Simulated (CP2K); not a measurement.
**Ta under changes of volume**

One of the cells (18.010 Å³/atom); the others are scaled copies at fixed shape and fractional positions:

```
Ta
1.0
     2.86010    0.00000    0.00000
    -0.95337    2.69653    0.00000
    -0.95337   -1.34826    2.33526
Ta
1
Direct
  0.00000 0.00000 0.00000
```

| Quantity | Value |
| --- | --- |
| Program | CP2K 2026.2 |
| Functional | PBEsol |
| Potentials or basis | POTENTIAL_UZH Ta GTH-PBE-q13; TZVP-MOLOPT-PBE-GTH basis |
| Density cutoff | 6123 eV |
| k mesh | 11 × 11 × 11 |
| Occupations | fermi-dirac, width 0.05 eV |
| Spin | no spin polarisation |

```tsv
volume (Å³/atom)	energy over the lowest point (meV/atom)	pressure (GPa)
16.930	20.98	9.8
17.290	4.91	4.7
17.650	0.00	0.1
18.010	5.01	-4.0
18.371	18.77	-7.7
18.731	40.27	-10.9
19.091	?	?
```

Q: What does the run at 19.091 Å³/atom give?

A: Energy over the lowest point 68.70 meV/atom; pressure -13.9 GPa.

Worked out: A Birch-Murnaghan fit of order 3 (a polynomial in V^(-2/3)) to the other rows has its minimum at 17.64 Å³/atom with B0 = V·E''(V) = 216 GPa and B' = 5.0. It gives 68.59 meV/atom at 19.091 Å³/atom, against the run's 68.70, and -dE/dV = -14.0 GPa, against -13.9.

Energies are extrapolated to zero smearing.

Caveats: the potentials were made for another functional, which shifts forces and pressure; the basis of atomic orbitals isn't converged, which shifts pressures, moduli and gaps.
